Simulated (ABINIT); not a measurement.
The system is BaZrO3.

```
Ba Zr O
1.0
     4.19134    0.00000    0.00000
     0.00000    4.19134    0.00000
     0.00000    0.00000    4.19134
Ba Zr O
1 1 3
Direct
  0.00000 0.00000 0.00000
  0.50000 0.50000 0.50000
  0.50000 0.50000 0.00000
  0.50000 0.00000 0.50000
  0.00000 0.50000 0.50000
```

Program: ABINIT 10.8.3 (patched build). Alike in all runs: task band structure; no spin polarisation; cell as given; k mesh 6 × 6 × 6; cutoff (eV) 626; smearing fermi-dirac 0.05 eV.

Q: Order these runs on this cell by their pressure, lowest first.
A. level PBEsol; potentials or basis JTH PAW PBE v2.0
B. level PBE; potentials or basis JTH PAW PBE v2.0
C. level LDA; potentials or basis JTH PAW LDA v2.0

A: C (-4.7 GPa), A (-0.8 GPa), B (4.4 GPa).

Caveats: this set's barium file shifts pressures by 1.5 GPa and gaps by 0.1 eV against other sets; the PAW data sets were made with another functional, which shifts forces and pressure a little (some runs).
